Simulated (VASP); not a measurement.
# Al2O3 (Pnnm) in VASP: notebook, part 3 of 3

VASP 6.6.1.

### Step 5. Band structure, RPBE

INCAR

```
SYSTEM = Al2O3
PREC     = Accurate       ! precision mode
ENCUT    = 520            ! plane-wave cutoff, eV
EDIFF    = 1E-7           ! SCF threshold, eV
ISMEAR   = -1             ! smearing method
SIGMA    = 0.05           ! smearing width, eV
LREAL    = .False.        ! projectors in reciprocal space
LASPH    = .True.         ! aspherical terms in the spheres
NELM     = 100            ! most SCF steps
ALGO     = Normal         ! electronic algorithm
ISIF     = 2              ! what is computed and relaxed
LWAVE    = .False.        ! write WAVECAR
LCHARG   = .False.        ! write CHGCAR
GGA      = RP             ! functional
NBANDS   = 35             ! bands
```

KPOINTS

```
regular mesh
0
Gamma
  5 3 7
  0 0 0
```

POSCAR

```
Al2O3
1.0
    4.6137770000      0.0000000000      0.0000000000
    0.0000000000      9.5632790000      0.0000000000
    0.0000000000      0.0000000000      3.1198620000
Al O
4 6
Direct
    0.9829750000      0.8245730000      0.0000000000
    0.0170250000      0.1754270000      0.0000000000
    0.4829750000      0.6754270000      0.5000000000
    0.5170250000      0.3245730000      0.5000000000
    0.5000000000      0.5000000000      0.5000000000
    0.1236350000      0.7530500000      0.5000000000
    0.3763650000      0.2530500000      0.0000000000
    0.6236350000      0.7469500000      0.0000000000
    0.0000000000      0.0000000000      0.0000000000
    0.8763650000      0.2469500000      0.5000000000
```

KPOINTS_OPT

```
path GXSYGZURTZ,YT,UX,SR
15
line-mode
reciprocal
 0.0000000000  0.0000000000  0.0000000000  G
 0.0000000000  0.0000000000  0.5000000000  X

 0.0000000000  0.0000000000  0.5000000000  X
 0.5000000000  0.0000000000  0.5000000000  S

 0.5000000000  0.0000000000  0.5000000000  S
 0.5000000000  0.0000000000  0.0000000000  Y

 0.5000000000  0.0000000000  0.0000000000  Y
 0.0000000000  0.0000000000  0.0000000000  G

 0.0000000000  0.0000000000  0.0000000000  G
 0.0000000000  0.5000000000  0.0000000000  Z

 0.0000000000  0.5000000000  0.0000000000  Z
 0.0000000000  0.5000000000  0.5000000000  U

 0.0000000000  0.5000000000  0.5000000000  U
 0.5000000000  0.5000000000  0.5000000000  R

 0.5000000000  0.5000000000  0.5000000000  R
 0.5000000000  0.5000000000  0.0000000000  T

 0.5000000000  0.5000000000  0.0000000000  T
 0.0000000000  0.5000000000  0.0000000000  Z

 0.5000000000  0.0000000000  0.0000000000  Y
 0.5000000000  0.5000000000  0.0000000000  T

 0.0000000000  0.5000000000  0.5000000000  U
 0.0000000000  0.0000000000  0.5000000000  X

 0.5000000000  0.0000000000  0.5000000000  S
 0.5000000000  0.5000000000  0.5000000000  R
```

Potentials or basis: VASP PAW PBE potentials, release 64 (Al, O).

Run with:

```sh
cat potpaw_PBE.64/Al/POTCAR potpaw_PBE.64/O/POTCAR > POTCAR
mpirun -np 1 vasp_std > vasp.out
```

OUTCAR:

```text
SYSTEM = Al2O3
   PREC = Accurate
   ENCUT = 520
   EDIFF = 1E-7
   ISMEAR = -1
   LREAL = .False.
   LASPH = .True.
   NELM = 100
   ISIF = 2
   GGA = RP

 ion  position               nearest neighbor table
   1  0.983  0.825  0.000-   9 1.68   8 1.82   6 1.82   6 1.82   3 3.13   3 3.13   3 3.13   3 3.13
                             2 3.36
   2  0.017  0.175  0.000-   9 1.68   7 1.82  10 1.82  10 1.82   4 3.13   4 3.13   4 3.13   4 3.13
                             1 3.36
   3  0.483  0.675  0.500-   5 1.68   6 1.82   8 1.82   8 1.82   1 3.13   1 3.13   1 3.13   1 3.13
                             4 3.36
   4  0.517  0.325  0.500-   5 1.68  10 1.82   7 1.82   7 1.82   2 3.13   2 3.13   2 3.13   2 3.13
                             3 3.36
   5  0.500  0.500  0.500-   3 1.68   4 1.68
   6  0.124  0.753  0.500-   3 1.82   1 1.82   1 1.82
   7  0.376  0.253  0.000-   2 1.82   4 1.82   4 1.82
   8  0.624  0.747  0.000-   1 1.82   3 1.82   3 1.82
   9  0.000  0.000  0.000-   1 1.68   2 1.68
  10  0.876  0.247  0.500-   4 1.82   2 1.82   2 1.82

  LATTYP: Found a simple orthorhombic cell.
 ALAT       =     3.1198620000
 B/A-ratio  =     1.4788400897
 C/A-ratio  =     3.0652891057
[... 211 lines left out ...]
      4     -15.6822      2.00000
      5     -14.3853      2.00000
      6     -14.2760      2.00000
[... 901 lines left out ...]
     34      12.6028      0.00000
     35      13.0431      0.00000

------------------------ aborting loop because EDIFF is reached ----------------------------------------

  FORCE on cell =-STRESS in cart. coord.  units (eV):
  Direction    XX          YY          ZZ          XY          YZ          ZX
  --------------------------------------------------------------------------------------
  -------------------------------------------------------------------------------------
  Total        3.0497281      3.8132333     -0.2411524      0.0000000      0.0000000      0.0000000
  in kB       35.4954669     44.3818237     -2.8067476      0.0000000      0.0000000      0.0000000
  external PRESSURE =      25.6901810 kB  Pullay stress =       0.0000000 kB

 VOLUME and BASIS-vectors are now :
 -----------------------------------------------------------------------------
  energy-cutoff  :      520.00
  volume of cell :      137.66
      direct lattice vectors                 reciprocal lattice vectors
     4.613777000  0.000000000  0.000000000     0.216742162  0.000000000  0.000000000
     0.000000000  9.563279000  0.000000000     0.000000000  0.104566645  0.000000000
     0.000000000  0.000000000  3.119862000     0.000000000  0.000000000  0.320526998

 POSITION                                       TOTAL-FORCE (eV/Angst)
 -----------------------------------------------------------------------------------
      4.53523      7.88562      0.00000        -0.043883     -0.051362      0.000000
      0.07855      1.67766      0.00000         0.043883      0.051362      0.000000
      2.22834      6.45930      1.55993        -0.043883      0.051362      0.000000
      2.38544      3.10398      1.55993         0.043883     -0.051362      0.000000
      2.30689      4.78164      1.55993         0.000000      0.000000      0.000000
      0.57042      7.20163      1.55993         0.142016     -0.160059      0.000000
      1.73646      2.41999      0.00000        -0.142016     -0.160059     -0.000000
      2.87731      7.14329      0.00000         0.142016      0.160059      0.000000
      0.00000      0.00000      0.00000         0.000000      0.000000      0.000000
      4.04335      2.36165      1.55993        -0.142016      0.160059     -0.000000
 -----------------------------------------------------------------------------------
    total drift:                                0.000000     -0.000000     -0.000000

  FREE ENERGIE OF THE ION-ELECTRON SYSTEM (eV)
  ---------------------------------------------------
  free  energy   TOTEN  =       -70.6699482844 eV

  energy  without entropy=      -70.6699482844  energy(sigma->0) =      -70.66994828
```

Run time: 5.7 min. Hardware: 1 thread of AMD EPYC 9R45 (Zen 5), shared host; peak memory 0.28 GiB.

What came out:

* Free energy: -70.6699 eV
* Pressure: 2.6 GPa
* Largest force: 0.214 eV/Å
* Band gap on the k mesh: 3.68 eV, direct
* Band gap along the path: 3.68 eV, direct

Forces on the atoms (eV/Å):
```
Al  -0.044 -0.051  0.000
Al   0.044  0.051  0.000
Al  -0.044  0.051  0.000
Al   0.044 -0.051  0.000
O    0.000  0.000  0.000
O    0.142 -0.160  0.000
O   -0.142 -0.160  0.000
O    0.142  0.160  0.000
O    0.000  0.000  0.000
O   -0.142  0.160  0.000
```

Stress tensor (GPa, compression positive):
```
 3.55  0.00  0.00
 0.00  4.44  0.00
 0.00  0.00 -0.28
```

Levels at the corners of the path, in eV from the valence-band top:
| point | band 21 | band 22 | band 23 | band 24 | band 25 | band 26 | band 27 | band 28 |
| --- | --- | --- | --- | --- | --- | --- | --- | --- |
| Γ | -1.03 | -0.53 | -0.06 | 0.00 | 3.68 | 5.19 | 6.33 | 7.04 |
| X | -1.06 | -1.06 | -0.71 | -0.71 | 7.88 | 7.88 | 8.23 | 8.23 |
| X | -1.06 | -1.06 | -0.71 | -0.71 | 7.88 | 7.88 | 8.23 | 8.23 |
| S | -1.20 | -1.20 | -0.56 | -0.56 | 7.12 | 7.12 | 8.25 | 8.25 |
| S | -1.20 | -1.20 | -0.56 | -0.56 | 7.12 | 7.12 | 8.25 | 8.25 |
| Y | -0.87 | -0.87 | -0.02 | -0.02 | 6.15 | 6.15 | 6.68 | 6.68 |
| Y | -0.87 | -0.87 | -0.02 | -0.02 | 6.15 | 6.15 | 6.68 | 6.68 |
| Γ | -1.03 | -0.53 | -0.06 | 0.00 | 3.68 | 5.19 | 6.33 | 7.04 |
| Γ | -1.03 | -0.53 | -0.06 | 0.00 | 3.68 | 5.19 | 6.33 | 7.04 |
| Z | -0.73 | -0.73 | -0.03 | -0.03 | 4.33 | 4.33 | 6.69 | 6.69 |
| Z | -0.73 | -0.73 | -0.03 | -0.03 | 4.33 | 4.33 | 6.69 | 6.69 |
| U | -1.13 | -1.13 | -0.61 | -0.61 | 7.80 | 7.80 | 8.28 | 8.28 |
| U | -1.13 | -1.13 | -0.61 | -0.61 | 7.80 | 7.80 | 8.28 | 8.28 |
| R | -1.04 | -1.04 | -0.72 | -0.72 | 7.33 | 7.33 | 8.20 | 8.20 |
| R | -1.04 | -1.04 | -0.72 | -0.72 | 7.33 | 7.33 | 8.20 | 8.20 |
| T | -0.80 | -0.80 | -0.02 | -0.02 | 6.13 | 6.13 | 6.65 | 6.65 |
| T | -0.80 | -0.80 | -0.02 | -0.02 | 6.13 | 6.13 | 6.65 | 6.65 |
| Z | -0.73 | -0.73 | -0.03 | -0.03 | 4.33 | 4.33 | 6.69 | 6.69 |
| Y | -0.87 | -0.87 | -0.02 | -0.02 | 6.15 | 6.15 | 6.68 | 6.68 |
| T | -0.80 | -0.80 | -0.02 | -0.02 | 6.13 | 6.13 | 6.65 | 6.65 |
| U | -1.13 | -1.13 | -0.61 | -0.61 | 7.80 | 7.80 | 8.28 | 8.28 |
| X | -1.06 | -1.06 | -0.71 | -0.71 | 7.88 | 7.88 | 8.23 | 8.23 |
| S | -1.20 | -1.20 | -0.56 | -0.56 | 7.12 | 7.12 | 8.25 | 8.25 |
| R | -1.04 | -1.04 | -0.72 | -0.72 | 7.33 | 7.33 | 8.20 | 8.20 |

Caveat: the PAW data sets were made with another functional, which shifts forces and pressure a little. Expect the measured gap to be larger: semilocal functionals such as RPBE lack the derivative discontinuity.

### Step 6. Summary

```tsv
level	potentials or basis	gap on the mesh (eV)	pressure (GPa)	largest force (eV/Å)
LDA	VASP PAW LDA potentials, release 64 (Al, O)	3.35	-5.9	0.19
PBE	VASP PAW PBE potentials, release 64 (Al, O)	3.51	-0.1	0.19
PBEsol	VASP PAW PBE potentials, release 64 (Al, O)	3.42	-2.4	0.17
RPBE	VASP PAW PBE potentials, release 64 (Al, O)	3.68	2.6	0.21
```

Alike in all rows: task band structure; no spin polarisation; cell as given; k mesh 5 × 3 × 7; cutoff (eV) 520; smearing fermi-dirac 0.05 eV.

Caveats: the PAW data sets were made with another functional, which shifts forces and pressure a little (some runs).

Total energies depend on the potentials used, so only differences within one code and one set of settings carry meaning.
